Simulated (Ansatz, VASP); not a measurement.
# In5Ga3P8 (random alloy of the zinc-blende GaP-InP line, x = 0.625) in two plane-wave programs, part 2 of 2

Wanted: the spread between two codes on one cell, functional and k mesh. Of the first pair: The structure shown is the start of the Ansatz relaxation below; VASP solves that cell, so the two are compared at the walk's first step.

VASP 6.6.1 and Ansatz 0.2.0.

So far: The structure; Ansatz: relaxation, RPBE.

### Step 3. VASP: single point, RPBE, start cell, pair 1

Level of this step: RPBE; plane waves and PAW (Ga_d, P, In_d) (VASP).

The same cell, functional and mesh now go to VASP, with its own data sets.

Lines of VASP's logs that name or quote its potential files are left out, and so is its time.

File INCAR:

```
SYSTEM = In5Ga3P8
PREC = Accurate
ENCUT = 400
EDIFF = 1E-06
NELM = 120
ISMEAR = 0
SIGMA = 0.01
LREAL = Auto
ALGO = Normal
GGA = RP
NBANDS = 336
LORBIT = 11
LWAVE = .FALSE.
LCHARG = .FALSE.
ISIF = 2
LASPH = .TRUE.
GGA_COMPAT = .FALSE.
EFERMI = MIDGAP
NCORE = 2
```

File POSCAR:

```
In5Ga3P8
1.0
   11.5825000000      0.0000000000      0.0000000000
    0.0000000000     11.5825000000      0.0000000000
    0.0000000000      0.0000000000     11.5825000000
Ga P In
12 32 20
Direct
    0.0027973235      0.9989380531      0.9990934600
    0.9988085474      0.2493071444      0.7488107058
    0.0002072092      0.5010662638      0.0005180229
    0.9996373840      0.7510123030      0.2514483056
    0.2520699331      0.7503216059      0.4993481545
    0.4994085905      0.0000777034      0.9989294194
    0.7478782646      0.0009497086      0.7513662853
    0.4994603928      0.7457975394      0.2517936542
    0.7497604144      0.4997884740      0.2500323764
    0.7504338442      0.7494927693      0.0008633715
    0.5000820203      0.7496136413      0.7522987265
    0.7478005612      0.5005396072      0.7508741636
    0.1231513058      0.1264925534      0.1210274120
    0.1245672351      0.3775178070      0.3714396719
    0.3730973451      0.1246967408      0.3734772286
    0.3769825167      0.3765594647      0.1258709260
    0.1233757824      0.1245413339      0.6259184114
    0.1235398230      0.3738398446      0.8749838118
    0.3762831858      0.1246708396      0.8734729117
    0.3739002806      0.3753334772      0.6286293978
    0.1243859270      0.6230261170      0.1244031945
    0.1266134254      0.8754932009      0.3765335636
    0.3744873732      0.6258407080      0.3748672566
    0.3725879560      0.8725059357      0.1241269156
    0.1215109001      0.6244679473      0.6264278006
    0.1246535722      0.8753205267      0.8757090438
    0.3756529247      0.6252104468      0.8769522987
    0.3739002806      0.8757263112      0.6251327434
    0.6262119577      0.1242305202      0.1271141809
    0.6252881502      0.3762831858      0.3733477229
    0.8755363695      0.1264580186      0.3735203972
    0.8722123894      0.3769393482      0.1257068854
    0.6283962875      0.1217871789      0.6271271314
    0.6264882366      0.3746859486      0.8739563997
    0.8739218649      0.1258968271      0.8730239586
    0.8748197712      0.3764990287      0.6262982948
    0.6260738183      0.6254003885      0.1261817397
    0.6287761709      0.8757608461      0.3748327218
    0.8730584934      0.6241139650      0.3732786531
    0.8746988992      0.8767019210      0.1253701705
    0.6265573063      0.6293718973      0.6245715519
    0.6245024822      0.8761666307      0.8744485215
    0.8772285776      0.6248132959      0.8739304986
    0.8748715735      0.8770041010      0.6256421325
    0.0030131664      0.2486941507      0.2505503993
    0.2494366501      0.9993438377      0.2519576948
    0.2500669113      0.2510079862      0.9981005828
    0.0015627024      0.9988171811      0.4997884740
    0.2480725232      0.0003971509      0.7528685517
    0.2487114181      0.2529160371      0.5000906540
    0.2487027844      0.5021627455      0.2508871142
    0.2519490611      0.7526181740      0.0037729333
    0.0002762789      0.5015065832      0.5005482409
    0.0003971509      0.7513231168      0.7496222750
    0.2503431902      0.5002115260      0.7488366070
    0.5007036477      0.2510166199      0.2481070581
    0.7495359378      0.0000604360      0.2476322038
    0.7506065185      0.2477271746      0.9999309303
    0.4999611483      0.9986617742      0.5021972804
    0.5028102741      0.2505763005      0.7479300669
    0.7513835528      0.2500841787      0.4996762357
    0.5009108569      0.5002374272      0.0001295057
    0.5037772502      0.4967321390      0.4988819340
    0.7509691345      0.7504165767      0.5004791712
```

File KPOINTS:

```
Automatic mesh
0
Gamma
1 1 1
0 0 0
```

Potentials, in the order of the species: Ga_d, P and In_d (PBE family, release 64).

On the command line:

```sh
mpirun -np 8 vasp_gam
```

Numbers of over 12 decimals in the logs are rounded to 6 here.

Output:

```text
[banner, memory and clock lines left out]
running    8 mpi-ranks, on    1 nodes
[...]
|                                                                             |
|               ----> ADVICE to this user running VASP <----                  |
|                                                                             |
|     You enforced a specific xc type in the INCAR file but a different       |
|     [... a line on the potential file left out ...]
|     I HOPE YOU KNOW WHAT YOU ARE DOING!                                     |
|                                                                             |

 LDA part: xc-table for (Slater+PW92), standard interpolation
 POSCAR, INCAR and KPOINTS ok, starting setup
[...]
entering main loop
       N       E                     dE             d eps       ncg     rms          rms(c)
DAV:   1     0.916209158561E+04    0.91621E+04   -0.20838E+05   712   0.216E+03
DAV:   2     0.219416422991E+04   -0.69679E+04   -0.67723E+04   672   0.650E+02
DAV:   3     0.122153570454E+03   -0.20720E+04   -0.19542E+04   784   0.278E+02
DAV:   4    -0.223558564396E+03   -0.34571E+03   -0.32085E+03   784   0.105E+02
[...]
DAV:  22    -0.248258617290E+03    0.31460E-05   -0.71369E-06   504   0.312E-02    0.155E-02
DAV:  23    -0.248258615489E+03    0.18007E-05   -0.38824E-06   472   0.274E-02    0.816E-03
DAV:  24    -0.248258614886E+03    0.60364E-06   -0.25219E-06   456   0.156E-02
   1 F= -.24825861E+03 E0= -.24825861E+03  d E =0.000000E+00
```

Parts of OUTCAR (step 3):

```text
  Total       25.5751849     25.8341416     25.8766685      0.8695920      1.3594238     -0.6712290
  in kB       26.3707474     26.6377593     26.6816092      0.8966423      1.4017111     -0.6921088
  external PRESSURE =      26.5633720 kB  Pullay stress =       0.0000000 kB

 POSITION                                       TOTAL-FORCE (eV/Angst)
 -----------------------------------------------------------------------------------
      0.03240     11.57020     11.57200        -0.302914      0.082855     -0.082906
     11.56870      2.88760      8.67310        -0.052744      0.055647      0.073643
      0.00240      5.80360      0.00600        -0.221098     -0.125851     -0.014252
     11.57830      8.69860      2.91240        -0.047666     -0.154752     -0.172054
      2.91960      8.69060      5.78370        -0.145867     -0.068996      0.194636
      5.78440      0.00090     11.57010         0.000452     -0.035402      0.134481
      8.66230      0.01100      8.70270         0.320748     -0.137238     -0.007274
      5.78500      8.63820      2.91640         0.190124      0.421766     -0.092562
      8.68410      5.78880      2.89600         0.080492      0.137182     -0.139801
      8.69190      8.68100      0.01000         0.121991      0.016870     -0.065468
      5.79220      8.68240      8.71350        -0.073074      0.019036     -0.123638
      8.66140      5.79750      8.69700         0.176671      0.098107      0.013244
      1.42640      1.46510      1.40180        -0.299970     -1.017330     -0.367961
      1.44280      4.37260      4.30220         0.024535     -0.134392      0.512245
[...]
-----------------------------------------------------------------------------------
    total drift:                                0.000200      0.002997     -0.010289

  FREE ENERGIE OF THE ION-ELECTRON SYSTEM (eV)
  ---------------------------------------------------
  free  energy   TOTEN  =      -248.2586148858 eV

  energy  without entropy=     -248.2586148858  energy(sigma->0) =     -248.25861489

[... 2 further parts left out ...]
```

The run ends at a pressure of 2.66 GPa, with forces up to 2.1 eV/Å.

### Step 4. Differences

Known differences besides the potentials themselves: fixed occupations in Ansatz, narrow Gaussian smearing in VASP; the cutoff is 420 eV in Ansatz and 400 eV in VASP (PREC = Accurate, projectors in real space); Ansatz makes its cores anew for this functional, VASP keeps those of its PBE data sets. Total energies have different zeros and are not compared.

Forces on 8 of the 64 atoms, those with the largest forces and the largest differences (eV/Å; atoms numbered as in POSCAR):

| atom | Ansatz x, y, z | VASP x, y, z |
| --- | --- | --- |
| P22 | -0.108, -1.636, -0.064 | -0.106, -1.628, -0.063 |
| P24 | 1.957, 0.583, 0.597 | 1.945, 0.577, 0.592 |
| P25 | 1.220, 0.823, -0.842 | 1.213, 0.819, -0.838 |
| P28 | -0.101, -1.495, 0.217 | -0.101, -1.487, 0.214 |
| P29 | -0.977, -0.556, -1.086 | -0.972, -0.555, -1.079 |
| P40 | 0.945, -0.869, -0.861 | 0.941, -0.863, -0.857 |
| P41 | -0.362, -0.527, 1.488 | -0.360, -0.525, 1.482 |
| In52 | -0.532, -0.500, -0.548 | -0.525, -0.495, -0.544 |

The forces differ by 2.9 meV/Å r.m.s., which is 0.5 % of the r.m.s. force of 0.525 eV/Å (both taken over all components).

### Step 5. Ansatz: relaxation, RPBE

This run makes the geometry at which the two programs are then compared. The cell compared in this pair holds 1599.33 Å³, against 1553.84 Å³ for the pair before.

The structure compared here is the end of the Ansatz relaxation.

This is the run of step 2 again, met here at its other cell.

### Step 6. VASP: single point, RPBE, relaxed cell, pair 2

The same cell, functional and mesh now go to VASP, with its own data sets.

INCAR: that of step 3 with these lines changed.

```diff
@@ -2,3 +2,3 @@
 PREC = Accurate
-ENCUT = 400
+ENCUT = 500
 EDIFF = 1E-06
```

File POSCAR:

```
In5Ga3P8
1.0
   11.6924630000      0.0001190000      0.0007950000
    0.0001190000     11.6982880000      0.0007670000
    0.0007950000      0.0007670000     11.6925650000
Ga P In
12 32 20
Direct
    0.9963000000      0.9968900000      0.9972900000
    0.9950000000      0.2513300000      0.7557700000
    0.9917500000      0.5026500000      0.0003600000
    0.9980500000      0.7470000000      0.2443300000
    0.2522100000      0.7499900000      0.4969800000
    0.5057200000      0.9936400000      0.9981600000
    0.7507500000      0.9972600000      0.7557100000
    0.5034400000      0.7516100000      0.2479300000
    0.7525100000      0.5082600000      0.2460500000
    0.7508600000      0.7501000000      0.0006500000
    0.5042200000      0.7508200000      0.7526500000
    0.7518000000      0.5025500000      0.7560900000
    0.1157200000      0.1150300000      0.1181700000
    0.1244500000      0.3754600000      0.3741700000
    0.3747100000      0.1237600000      0.3762000000
    0.3738200000      0.3785500000      0.1217500000
    0.1175300000      0.1324700000      0.6350100000
    0.1095400000      0.3780900000      0.8770200000
    0.3833700000      0.1162200000      0.8829300000
    0.3778600000      0.3750900000      0.6261100000
    0.1119600000      0.6251300000      0.1208300000
    0.1230700000      0.8605200000      0.3740300000
    0.3771200000      0.6395300000      0.3721400000
    0.3905000000      0.8734800000      0.1239500000
    0.1297100000      0.6345400000      0.6181700000
    0.1184600000      0.8800600000      0.8822000000
    0.3809600000      0.6331900000      0.8699600000
    0.3742600000      0.8609200000      0.6268900000
    0.6213500000      0.1187200000      0.1151700000
    0.6347200000      0.3851700000      0.3675400000
    0.8731500000      0.1236000000      0.3729000000
    0.8719100000      0.3884300000      0.1241700000
    0.6331800000      0.1153300000      0.6318100000
    0.6323600000      0.3819900000      0.8701100000
    0.8801700000      0.1171400000      0.8706000000
    0.8749000000      0.3791800000      0.6403700000
    0.6323000000      0.6347500000      0.1310800000
    0.6201800000      0.8680100000      0.3684700000
    0.8748200000      0.6273100000      0.3631500000
    0.8814800000      0.8677600000      0.1158900000
    0.6282600000      0.6253100000      0.6404200000
    0.6279200000      0.8731900000      0.8761600000
    0.8671500000      0.6208600000      0.8822600000
    0.8665700000      0.8796600000      0.6320700000
    0.9970600000      0.2518100000      0.2452100000
    0.2500600000      0.9932800000      0.2478400000
    0.2452900000      0.2475800000      0.9978800000
    0.9997800000      0.9981800000      0.5022700000
    0.2503200000      0.9980400000      0.7524300000
    0.2479900000      0.2500500000      0.5030300000
    0.2479300000      0.5068400000      0.2490700000
    0.2507400000      0.7523800000      0.0021400000
    0.9979500000      0.5027900000      0.5001500000
    0.9958800000      0.7501100000      0.7539400000
    0.2475700000      0.5026200000      0.7501500000
    0.5024100000      0.2512000000      0.2474100000
    0.7503700000      0.9938200000      0.2429400000
    0.7540700000      0.2499600000      0.9961700000
    0.5000300000      0.9935600000      0.5027800000
    0.5049900000      0.2467900000      0.7527200000
    0.7525000000      0.2530200000      0.5042800000
    0.5062800000      0.5072300000      0.0001400000
    0.5033500000      0.5069100000      0.4999600000
    0.7482600000      0.7480700000      0.5005300000
```

KPOINTS is that of step 3.

On the command line:

```sh
mpirun -np 8 vasp_gam
```

Output:

```text
[banner, memory and clock lines left out]
running    8 mpi-ranks, on    1 nodes
[...]
[... a notice as in an earlier step ...]

 LDA part: xc-table for (Slater+PW92), standard interpolation
 POSCAR, INCAR and KPOINTS ok, starting setup
[...]
entering main loop
       N       E                     dE             d eps       ncg     rms          rms(c)
DAV:   1     0.995675732046E+04    0.99568E+04   -0.23632E+05   712   0.245E+03
DAV:   2     0.247697498975E+04   -0.74798E+04   -0.72546E+04   672   0.739E+02
DAV:   3     0.175455172733E+03   -0.23015E+04   -0.21864E+04   792   0.304E+02
DAV:   4    -0.218720457530E+03   -0.39418E+03   -0.36472E+03   784   0.117E+02
[...]
DAV:  17    -0.251495487908E+03   -0.14836E-04   -0.30543E-05   768   0.252E-02    0.108E-02
DAV:  18    -0.251495490771E+03   -0.28635E-05   -0.13869E-05   736   0.144E-02    0.652E-03
DAV:  19    -0.251495490703E+03    0.67907E-07   -0.23688E-06   512   0.431E-03
   1 F= -.25149549E+03 E0= -.25149549E+03  d E =0.000000E+00
```

OUTCAR, selected parts (step 6):

```text
  Total       -0.5050500     -0.4783102     -0.5651752      0.0644233      0.0443649     -0.0402117
  in kB       -0.5059491     -0.4791618     -0.5661814      0.0645380      0.0444439     -0.0402833
  external PRESSURE =      -0.5170974 kB  Pullay stress =       0.0000000 kB

 POSITION                                       TOTAL-FORCE (eV/Angst)
 -----------------------------------------------------------------------------------
     11.65011     11.66279     11.66243         0.004241     -0.003322     -0.001551
     11.63463      2.94083      8.83787         0.001210      0.001519     -0.000155
     11.59606      5.88026      0.00538        -0.005724     -0.000043      0.005294
     11.66995      8.73893      2.85821         0.001819     -0.006892     -0.001667
      2.94944      8.77401      5.81175         0.000801     -0.008127     -0.000337
      5.91402     11.62471     11.67221         0.001514      0.001845      0.003375
      8.77884     11.66690      8.83755         0.001189     -0.001221     -0.002340
      5.88674      8.79280      2.89991        -0.000102      0.002986      0.002553
      8.79895      5.94605      2.87794         0.002273      0.002747      0.002004
      8.77949      8.77498      0.00877         0.000164     -0.004641      0.004551
      5.89626      8.78395      8.80139        -0.002666     -0.007755      0.000508
      8.79105      5.87964      8.84161        -0.002983     -0.002608      0.009023
      1.35316      1.34576      1.38189         0.001064     -0.000600     -0.001723
      1.45547      4.39254      4.37539        -0.000310     -0.004853     -0.001854
[...]
-----------------------------------------------------------------------------------
    total drift:                                0.016618     -0.006194     -0.016907

  FREE ENERGIE OF THE ION-ELECTRON SYSTEM (eV)
  ---------------------------------------------------
  free  energy   TOTEN  =      -251.4954907033 eV

  energy  without entropy=     -251.4954907033  energy(sigma->0) =     -251.49549070

[... 1 part as in an earlier step ...]

[... 1 further part left out ...]
```

The run ends at a pressure of -0.05 GPa, with forces up to 0.012 eV/Å.

### Step 7. Side by side

What differs besides the data sets and the points named for the pairs above, as far as they apply: the cutoff is 420 eV in Ansatz and 500 eV in VASP (PREC = Accurate, projectors in real space). Total energies have different zeros and are not compared.

The two programs side by side:

| quantity | Ansatz | VASP | difference |
| --- | --- | --- | --- |
| pressure (GPa) | 0.00 | -0.05 | +0.05 |
| gap on the k mesh (eV) | 0.623 | 0.616 | +0.007 |

The largest component of a force difference here is 8 meV/Å. A gap on the mesh is an upper bound, since the band edges may lie between its points.

### Step 8. Results

```json
{
 "r.m.s. force difference (single point, RPBE, start cell, pair 1)": "0.55 % of the r.m.s. force",
 "difference in gap on the k mesh (single point, RPBE, relaxed cell, pair 2)": "0.0070 eV"
}
```

What this shows: The r.m.s. force difference is 0.55 % of the r.m.s. force (single point, RPBE, start cell, pair 1), within the 3 % picked in this series as the mark of a large difference. Such differences can come from data sets, numerical settings and the points named under the comparisons, not from the functional's error against experiment.

[Lines on the potential files, build, host, timing and source positions are cut from VASP's logs without a mark.]

[Logs are printed without paths, hosts, clocks, repeated set-up lines and the standing remarks that a program may print on its own settings, such as how far it seeks lower states.]

[Hosts, paths, dates, database ids (printed as entryN), source tags and the programs' standing remarks are cut or masked in the printed files.]
